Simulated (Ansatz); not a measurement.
Levels of theory for CaSe (CsCl type)

All numbers come from the plane-wave code Ansatz. The cell comes from a prototype generator: it can be a known phase or a hypothetical one. No magnetic order is allowed.

CaSe in the CsCl-type structure, relaxed with r2SCAN. The symmetry is Pm-3m (No. 221, cubic); a = 3.635 Å in the conventional setting, 24.01 Å³ an atom. Around Ca lie 8 Se at 3.15 Å; around Se lie 8 Ca at 3.15 Å.

```
Ca Se
1.0
     3.63478    0.00000    0.00000
     0.00000    3.63478    0.00000
     0.00000    0.00000    3.63478
Ca Se
1 1
Cartesian
  0.0000 0.0000 0.0000
  1.8174 1.8174 1.8174
```

Relaxed lattice by functional, symmetry kept:

| functional | k mesh | a (Å) | volume (Å³/atom) |
| --- | --- | --- | --- |
| PBE | 6×6×6 | 3.651 | 24.34 |
| r2SCAN | 6×6×6 | 3.635 | 24.01 |
| PBEsol | 6×6×6 | 3.596 | 23.24 |
| LDA | 6×6×6 | 3.547 | 22.32 |
| HSE06 | 4×4×4 | 3.644 | 24.20 |

Band edges at fixed r2SCAN geometry:

| level | k mesh | gap (eV) | kind | edges | least direct gap (eV) | rough cost |
| --- | --- | --- | --- | --- | --- | --- |
| LDA | 8×8×8 | 0.62 | direct | M | 0.62 | 1.9 core-seconds |
| PBE | 8×8×8 | 0.77 | direct | M | 0.77 | 2.7 core-seconds |
| PBE+SOC | 8×8×8 | 0.77 | direct | M | 0.77 | 12 core-seconds |
| r2SCAN | 8×8×8 | 1.24 | direct | M | 1.24 | 5 core-seconds |
| r2SCANh | 6×6×6 | 1.75 | direct | M | 1.75 | 120 core-seconds |
| HSE06 | 6×6×6 | 1.54 | direct | M | 1.54 | 70 core-seconds |
| HSE06+SOC | 4×4×4 | 1.53 | direct | M | 1.53 | 120 core-seconds |
| DDH-PBE0 | 6×6×6 | 1.52 | direct | M | 1.52 | 4 core-minutes |
| PBE0 | 6×6×6 | 2.21 | direct | M | 2.21 | 70 core-seconds |
| G0W0@PBE (143 empty bands, 120 eV, 4×4×4) | 4×4×4 | 1.93 | – | M (mesh) | – | 18 core-seconds |
| G0W0@PBE (355 empty bands, 220 eV, 4×4×4) | 4×4×4 | 2.06 | – | M (mesh) | – | 2.1 core-minutes |

PBE, PBE+SOC: smearing of 0.02 eV; the others have fixed occupations.
Wave cutoffs: 420 eV, 500 eV (r2SCAN, r2SCANh). Set aside, since their points miss a band edge that the other levels read or their mesh is too coarse: LC-ωPBE.
The G0W0 gap is PBE's gap over the path plus the quasiparticle shift read on the mesh. G0W0 values are finite-basis, finite-mesh values.
Costs come from shared machines and give only the order; PBE's includes the band path. The runs had 2 threads of Arm Neoverse V2, with other jobs on the host.

With HSE06 the gap is 1.54 eV and direct, at M. Spin-orbit coupling changes the PBE gap by 0.00 eV, to 0.77 eV; at Γ the threefold valence level splits into a fourfold and a twofold level 0.39 eV apart, the fourfold one on top.

Taking G0W0@PBE (355 empty bands, 220 eV, 4×4×4), 2.06 eV, as the yardstick (a computed one, not at the basis limit), PBE0 comes nearest, +0.15 eV off, at about 15 times r2SCAN's cost; G0W0 itself took about 27 times r2SCAN's cost. The others: r2SCANh -0.31, HSE06 -0.52, DDH-PBE0 -0.54, r2SCAN -0.82, PBE -1.29, LDA -1.44 eV. The yardstick's own error is a tenth of an eV or more. r2SCAN covers 60 % of the step from PBE to HSE06, while HSE06 needs about 15 times r2SCAN's cost (on a coarser mesh). Among these functionals the gap stays direct.

On the PBEsol cell (a = 3.596 Å), with PBEsol: The optical mode at Γ lies at 99 cm⁻¹ without the longitudinal term. With the long-range field the highest mode reaches 224 cm⁻¹. The program warns that the force constants, and all that is formed from them, aren't settled on this k mesh. The clamped-ion dielectric constant comes out as 7.73 in all directions. With the ions relaxed, ε⁰ is 39.4 in all directions. Born charges, averaged over directions: Ca +2.80, Se -2.80 e.

Only the levels marked +SOC include spin-orbit coupling.

The meshes of the hybrids are coarse, so their gaps aren't converged to the digits shown.
